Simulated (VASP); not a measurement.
**SnO in VASP 6.6.1, single-point calculation**

INCAR

```
IBRION = -1
EDIFF = 1E-7
ENCUT = 520
LCHARG = .FALSE.
ISIF = 2
LREAL = .FALSE.
GGA = CA
NBANDS = 17
NSW = 0
LASPH = .TRUE.
PREC = Accurate
NELM = 89
ISMEAR = -1
SIGMA = 0.02
LWAVE = .FALSE.
```

KPOINTS

```
KPOINTS created by Atomic Simulation Environment
0
Gamma
12 12 12
0 0 0
```

POSCAR

```
Sn O
 1.0000000000000000
     0.0000000000000000    2.7082147232636280    2.7082147232636280
     2.7082147232636280   -0.0000000000000000    2.7082147232636280
     2.7082147232636280    2.7082147232636280   -0.0000000000000000
 Sn  O
   1   1
Cartesian
 -0.0000000000000000 -0.0000000000000000 -0.0000000000000000
  1.3541073616318140  1.3541073616318140  1.3541073616318140
```

The recommended LDA PAW datasets give the neutral cell 20 valence electrons.

Command

```
mpirun -np 1 vasp_std
```

**Question.** Predict the outcome of this run.

**Answer.** It converged. Results: gap between bands v and c on the k mesh -0.20 eV (bands overlap: a metal); least direct gap on the k mesh 0.19 eV; pressure -3.4 GPa. Band v is the last that the valence electrons fill when counted band by band, and c is the next.

OSZICAR

```
N       E                     dE             d eps       ncg     rms          rms(c)
DAV:   1     0.153788359707E+03    0.15379E+03   -0.10318E+04  2526   0.165E+03
DAV:   2     0.194689690798E+01   -0.15184E+03   -0.14467E+03  2720   0.395E+02
DAV:   3    -0.134926432467E+02   -0.15440E+02   -0.15357E+02  2865   0.111E+02
DAV:   4    -0.138598083327E+02   -0.36717E+00   -0.36699E+00  3016   0.183E+01
DAV:   5    -0.138700542786E+02   -0.10246E-01   -0.10245E-01  3254   0.295E+00    0.844E+00
DAV:   6    -0.121300033972E+02    0.17401E+01   -0.13611E+01  3666   0.432E+01    0.538E+00
DAV:   7    -0.118253286049E+02    0.30467E+00   -0.25944E+00  2938   0.886E+00    0.138E+00
DAV:   8    -0.117875140184E+02    0.37815E-01   -0.18175E-01  2580   0.316E+00    0.332E-01
DAV:   9    -0.117862314263E+02    0.12826E-02   -0.95425E-03  3583   0.766E-01    0.136E-01
DAV:  10    -0.117863230738E+02   -0.91647E-04   -0.30073E-03  3689   0.438E-01    0.907E-02
DAV:  11    -0.117861273091E+02    0.19576E-03   -0.11931E-03  3724   0.230E-01    0.133E-02
DAV:  12    -0.117861274387E+02   -0.12966E-06   -0.67627E-05  2669   0.543E-02    0.483E-03
DAV:  13    -0.117861272824E+02    0.15637E-06   -0.27787E-06  2771   0.133E-02    0.168E-03
DAV:  14    -0.117861272623E+02    0.20029E-07   -0.39550E-07  2313   0.384E-03
   1 F= -.11786127E+02 E0= -.11785856E+02  d E =-.541973E-03
```

For comparison, a separate LDA run of the intended cell, on usual settings and not on those above, gives a gap of -0.20 eV on its mesh and a pressure of -3.1 GPa.
